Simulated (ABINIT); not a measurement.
A calculation with ABINIT 10.8.3 (patched build) of SnTe (ASE script, structure from a P1 CIF):

run.py

```python
import json, os
import numpy as np
from ase.units import GPa
from ase.calculators.abinit import Abinit, AbinitProfile
from ase.io import read

atoms = read('SnTe.cif')

profile = AbinitProfile(command='abinit', pp_paths=[os.path.abspath('pseudos')])
params = dict(
    pps='pawxml', xc='PBE',
    ecut=598.6505,
    pawecutdg=1197.301,
    pawxcdev=0,
    kptopt=1,
    ngkpt=[7, 7, 7],
    nshiftk=1,
    shiftk=[0.0, 0.0, 0.0],
    ixc=11,
    nband=14,
    occopt=3,
    tsmear=0.05,
    nstep=100,
    tolvrs=1e-09,
    prtwf=0,
    prtden=0,
)

atoms.calc = Abinit(profile=profile, directory='run', **params)
energy = atoms.get_potential_energy()
forces = atoms.get_forces()
stress = atoms.get_stress()
print(f'energy {energy:.6f} eV')
print('forces (eV/A)')
print(np.round(forces, 5))
print('stress (GPa, Voigt, tension positive)', np.round(stress / GPa, 4))
json.dump(dict(energy=energy, forces=forces.tolist(), stress=stress.tolist(), cell=atoms.cell.tolist(), frac=atoms.get_scaled_positions(wrap=False).tolist()), open('results.json', 'w'))
```

The input SnTe.cif:

```cif
data_SnTe
_cell_length_a 5.10693165
_cell_length_b 5.10693165
_cell_length_c 5.10693165
_cell_angle_alpha 60.00000000
_cell_angle_beta 60.00000000
_cell_angle_gamma 60.00000000
_space_group_name_H-M_alt 'P1'
_space_group_name_Hall 'P 1'
_space_group_IT_number 1
loop_
_space_group_symop_operation_xyz
'x,y,z'
loop_
_atom_site_label
_atom_site_type_symbol
_atom_site_symmetry_multiplicity
_atom_site_Wyckoff_symbol
_atom_site_fract_x
_atom_site_fract_y
_atom_site_fract_z
_atom_site_occupancy
Te1 Te 1 a 0.2500000000 0.2500000000 0.2500000000 1
Sn1 Sn 1 a 0.0000000000 0.0000000000 0.0000000000 1
```

Potentials or basis: JTH PAW PBE v2.0.

Command:

```console
$ python run.py
```

Measurements of this composition are mostly on another form, of space group No. 225.

Task: Write the same calculation in another form: native input, structure from a POSCAR.

Result: As run:

File run.abi:

```
# Pseudopotentials
pp_dirpath "./"
pseudos "Te.GGA_PBE-JTH.xml, Sn.GGA_PBE-JTH.xml"

# Structure
structure "poscar:POSCAR"
natom 2

# Plane-wave basis
ecut 22.0
pawecutdg 44.0
pawxcdev 0

# k points
kptopt 1
ngkpt 7 7 7
nshiftk 1
shiftk 0.0 0.0 0.0

# Exchange and correlation
ixc 11

# Bands and occupations
nband 14
occopt 3
tsmear 0.05 eV

# SCF cycle
nstep 100
tolvrs 1.0e-9

# Output
iomode 3
prtwf 0
prteig 0
prtebands 0
enunit 2
prtden 1
prtvha 1
prtvclmb 1
prtpot 1
```

POSCAR

```
SnTe
1.0
    0.0000000000      3.6111460000      3.6111460000
    3.6111460000      0.0000000000      3.6111460000
    3.6111460000      3.6111460000      0.0000000000
Te Sn
1 1
Direct
    0.2500000000      0.2500000000      0.2500000000  Te
    0.0000000000      0.0000000000      0.0000000000  Sn
```

Potentials or basis: JTH PAW PBE v2.0.

Launch:

```sh
$ abinit run.abi > log 2>&1
```

Both were run:

|  | ASE script, structure from a P1 CIF | native input, structure from a POSCAR |
| --- | --- | --- |
| Pressure | -0.1 GPa | -0.1 GPa |
| Band gap on the k mesh | 0.33 eV, indirect (least direct gap 0.83 eV) | 0.33 eV, indirect (least direct gap 0.83 eV) |
| Valence electrons inside the program's atomic spheres | Te 3.10; Sn 11.77 | Te 3.10; Sn 11.77 |

Keys that steer only the numerical path or the files written may differ.

Caveat: spin-orbit coupling is left out, which moves the levels of the heavy elements; an odd mesh through Γ misses points on the zone boundary, where band edges often lie.
